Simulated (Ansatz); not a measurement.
Space group R-3m:H (No. 166). a = 2.465 Å, b = 2.465 Å, c = 20.798 Å, α = 90.00°, β = 90.00°, γ = 120.00°
```
atom site symmetry x y z
   C    6c        3m  0.0000  0.0000  0.9188
   C    6c        3m  0.3333  0.6667  0.9188
```

Equation of state of this C structure (not necessarily the ground state), with shape and atoms relaxed at each volume where symmetry leaves them free. The calculation used DFT PBE+D3(BJ), scalar-relativistic, plane waves, PAW (Ansatz).

Settings: cutoff 420 eV, Γ-centred mesh 18×18×18 on the computed 4-atom cell, Gaussian smearing of 0.01 eV; no spin polarisation.

```
V (Å³/atom) E − E(largest V) (meV/atom) P (GPa) gap on mesh (eV)
      8.025                        15.07     7.72              0.33
      8.299                         4.50     4.80              0.39
      8.572                        -1.75     2.63              0.35
      8.846                        -4.84     1.07              0.30
      9.119                        -5.68    -0.01              0.25
      9.393                        -4.98    -0.81              0.21
      9.666                        -3.25    -1.23              0.17
     10.031                         0.00    -1.58              0.11
```

Question: Fit a third-order Birch–Murnaghan equation to E(V).

Answer: V0 = 9.11 Å³/atom, B0 = 31 GPa, B0' = 12.0. B0' is unusual or poorly fixed by this range.